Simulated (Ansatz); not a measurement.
Equation of state of V

```
CELL_PARAMETERS angstrom
2.61252 0.00000 0.00000
-1.30626 2.26251 0.00000
0.00000 0.00000 4.68790
ATOMIC_POSITIONS crystal
V 0.33333 0.66667 0.25000
V 0.66667 0.33333 0.75000
```

The cell was built from the hcp type and relaxed in the same program, and has space group P6_3/mmc; it needn't be a known or the stable phase.

Methods: DFT, PBE, all-electron LAPW, scalar-relativistic (Ansatz 0.2.0); DFT, PBE, PAW with Ansatz's default frozen-core files, scalar-relativistic (Ansatz 0.2.0).

For LAPW: a Γ-centred 18×18×10 k mesh, Fermi–Dirac smearing of 0.08 eV, basis error target 1 meV/atom, spin-polarised from start moments V1 1.5, V2 1.5 μB (the moments died away, and the run ended non-magnetic). PAW takes a cutoff of 420 eV at this cell. The Ansatz runs share mesh, smearing and spin set-up. Plane-wave (PAW) pressures include the program's estimate of the Pulay term.

The cell above is scaled evenly, with fractional coordinates and shape held.

```tsv
V/V(cell)	V (Å³/atom)	P, LAPW (GPa)	P, PAW (GPa)
0.9405	13.030	11.85	11.91
0.9700	13.439	5.53	5.57
1.0000	13.855	-0.04	-0.01
1.0300	14.270	-4.84	-4.82
1.0600	14.686	-8.99	-8.97
```

**Question.** What do Birch–Murnaghan fits to the pressures give?

**Answer.** LAPW: V0 = 13.85 Å³/atom, B0 = 172 GPa, B0′ = 3.9; PAW: V0 = 13.85 Å³/atom, B0 = 172 GPa, B0′ = 3.9.

PAW's V0 lies 0.02 % from the all-electron value and its B0 0.1 %. With shape and internal coordinates held, B0 is an upper bound to the relaxed modulus.
